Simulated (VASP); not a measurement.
Nb:

```
Nb
1.0
     0.00000    2.08008    2.08008
     2.08008    0.00000    2.08008
     2.08008    2.08008    0.00000
Nb
1
Direct
  0.00000 0.00000 0.00000
```

This isn't the form of Nb at room conditions, which is bcc.

* Program: VASP 6.6.1
* Task: relaxation of cell and atoms
* Functional: r2SCAN
* Dispersion: rVV10
* Potentials or basis: VASP PAW PBE potentials, release 64 (Nb_sv)
* Cutoff: 600 eV
* k mesh: 18 × 18 × 18
* Occupations: gaussian, width 0.1 eV
* Spin: no spin polarisation

At the start: pressure 5.4 GPa; volume 18.00 Å³/atom.

Where does the relaxation end?

Over 4 steps the energy falls by 9.1 meV/atom and the volume is 18.55 Å³/atom (+3.0 %); space group Fm-3m (No. 225, to 0.05 Å).

Step by step:
| step | energy change (eV) | largest force (eV/Å) | pressure (GPa) | volume (Å³) |
| --- | --- | --- | --- | --- |
| 1 | 0.0000 | 0.0000 | 5.44 | 18.00 |
| 2 | 0.0227 | 0.0000 | -8.91 | 19.64 |
| 3 | -0.0091 | 0.0000 | -0.09 | 18.56 |
| 4 | -0.0091 | 0.0000 | 0.02 | 18.55 |

Final structure:
```
Nb
1.0
     0.00000    2.10092    2.10092
     2.10092    0.00000    2.10092
     2.10092    2.10092    0.00000
Nb
1
Direct
  0.00000 0.00000 0.00000
```

Caveat: the PAW data sets were made with another functional, which shifts forces and pressure a little.
